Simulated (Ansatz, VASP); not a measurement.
SnTe in VASP and in Ansatz

```
Sn Te
1.0
     0.00000    3.60674    3.60674
     3.60674    0.00000    3.60674
     3.60674    3.60674    0.00000
Sn Te
1 1
Direct
  0.00000 0.00000 0.00000
  0.25000 0.25000 0.25000
```

Alike in both runs: task electric field gradients; functional PBE; k mesh 9 × 9 × 9; occupations fermi-dirac, width 0.05 eV; no spin polarisation.

```csv
,VASP,Ansatz
version,VASP 6.6.1,Ansatz 0.2.0
potentials or method,"VASP PAW PBE potentials, release 64 (Sn_d, Te)","PAW with Ansatz's default frozen-core files, scalar-relativistic"
plane-wave cutoff (eV),520,420
valence electrons in the cell,20,30
```

|  | VASP | Ansatz | Ansatz less VASP |
| --- | --- | --- | --- |
| pressure (GPa) | 0.0 | 0.0 | +0.01 |
| Vzz of the field gradient on the site that differs most (V/Å²) | 0.0 | 0.0 | 0.00 |

The functional is the same, so the differences come from potentials, cutoffs and numerics. The two sets of potentials don't hold the same shells in valence. Ansatz warned: «gradients_without_spin_orbit».
